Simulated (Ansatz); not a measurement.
Relaxed (111) slab cut from Sn (space group Fd-3m (No. 227)); the slab's formula is Sn, its outer planes Sn (top) and Sn (bottom):

```yaml
crystal:
  lattice:
    - [4.70671, 0.00000, 0.00000]
    - [-2.35336, 4.07613, 0.00000]
    - [0.00000, 0.00000, 23.64678]
  atoms:
    - { symbol: Sn, position: [0.33333, 0.66667, 0.31553] }
    - { symbol: Sn, position: [0.00000, 0.00000, 0.35503] }
    - { symbol: Sn, position: [0.00000, 0.00000, 0.48006] }
    - { symbol: Sn, position: [0.66667, 0.33333, 0.51994] }
    - { symbol: Sn, position: [0.66667, 0.33333, 0.64497] }
    - { symbol: Sn, position: [0.33333, 0.66667, 0.68447] }
```

The calculation used Ansatz 0.2.0, DFT PBE, scalar-relativistic, plane waves, PAW. Settings: cutoff 420 eV, Γ-centred mesh 9×9×1 on the computed 6-atom cell, Gaussian smearing of 0.10 eV; no spin polarisation. The cell repeats along c with a dipole correction in the vacuum.

The potential is the smooth part; its values at the atoms depend on the PAW datasets.

**Question.** How does the plane-averaged electrostatic potential energy of an electron run along c, counted from the Fermi level?

**Answer.**
```tsv
z (Å)	V (eV)
2.66	4.32
2.96	4.32
3.25	4.32
3.55	4.32
3.84	4.32
4.14	4.32
4.43	4.31
4.73	4.29
5.02	4.25
5.32	4.17
5.62	4.01
5.91	3.67
6.21	3.00
6.50	1.53
6.80	-0.39
7.09	-0.82
7.39	-1.07
7.69	-3.20
7.98	-4.22
8.28	-2.40
8.57	-0.85
8.87	-0.90
9.16	0.13
9.46	2.10
9.75	2.97
10.05	2.87
10.35	1.72
10.64	-0.28
10.94	-0.97
11.23	-0.98
11.53	-2.87
11.82	-4.35
12.12	-2.87
12.41	-0.98
12.71	-0.97
13.01	-0.28
13.30	1.72
13.60	2.87
13.89	2.97
14.19	2.10
14.48	0.13
14.78	-0.90
15.07	-0.85
15.37	-2.40
15.67	-4.22
15.96	-3.20
16.26	-1.07
16.55	-0.82
16.85	-0.39
17.14	1.53
17.44	3.00
17.74	3.67
18.03	4.01
18.33	4.17
18.62	4.25
18.92	4.29
19.21	4.31
19.51	4.32
19.80	4.32
20.10	4.32
20.40	4.32
20.69	4.32
20.99	4.32
```

The vacuum level lies 4.33 eV above the Fermi level.

Cost: 1 run of about 1.6 core-minutes, on Intel Xeon Platinum 8375C (Ice Lake) (shared hosts).